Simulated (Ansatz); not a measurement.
Co: constraining the magnetisation

The cell (1 atom) is Co as a measured crystal structure (space group Fm-3m). The computed pressure is over 10 GPa in size, so the cell is far from the computed equilibrium volume. Source: COD entry 9012932, which need not be the ambient phase.

```
Co
1.0
     0.00000    1.79170    1.79170
     1.79170    0.00000    1.79170
     1.79170    1.79170    0.00000
Co
1
Direct
  0.00000 0.00000 0.00000
```

Numbers behind element symbols give the atom's place in this list.

Theory: DFT, r2SCAN, PAW, plane waves, scalar-relativistic (Ansatz development build ahead of 0.2.0).

```yaml
plane_wave_cutoff: 500 eV
k_point_mesh: 14×14×14 (Γ-centred)
occupations: Gaussian smearing, 0.1 eV
valence_electrons: 17
```

Site moments are integrals over atomic spheres and don't add up to the total.

r2SCAN tends to overstate moments and magnetic energies in itinerant metals.

The total moment of the cell is held fixed (separate Fermi levels for the two spins), shared at the start among the Co atoms with one sign; no search for lower states follows. Energies are free energies per cell above the lowest run, the runs with a free moment included. A row is the solution that its start led to, not a proven minimum at that M. The run at M = 0 starts without moments and gives the spin-unpolarised solution. The cell holds one magnetic atom, so only parallel order fits; orders in a larger cell may lie lower.

The run at M = 1.83 μB took 3.1 s on 2 threads of x86-64 server CPU, with other jobs on the host, peak memory 0.38 GiB.

| fixed M (μB/cell) | F − F(lowest) (meV/cell) | moments of Co1 (μB) | absolute moment (μB) |
| --- | --- | --- | --- |
| 0.00 | 636 | 0.00 | 0.00 |
| 0.46 | 558 | 0.53 | 0.89 |
| 0.91 | 459 | 1.02 | 1.20 |
| 1.37 | ? | ? | ? |
| 1.83 | 0 | 1.95 | 2.09 |
| 2.28 | 169 | 2.32 | 2.38 |
| 2.74 | ? | ? | ? |
| 3.20 | 2017 | 3.02 | 3.20 |
| 3.65 | 3588 | 3.35 | 3.65 |

The M = 0 row needn't join the curve of the others.

Task: Fill in the row for M = 1.37 μB.

Result: 186 meV; moments Co1 1.48 μB; absolute moment 1.62 μB.

Task: Fill in the row for M = 2.74 μB.

Result: 800 meV; moments Co1 2.67 μB; absolute moment 2.74 μB.

With the constraint released: “usual moment, free total moment [Co1 3.00 μB]” ends at 1.85 μB, 0 meV; “usual moment scaled by 0.1, free total moment [Co1 0.30 μB]” ends at 1.85 μB, 0 meV.
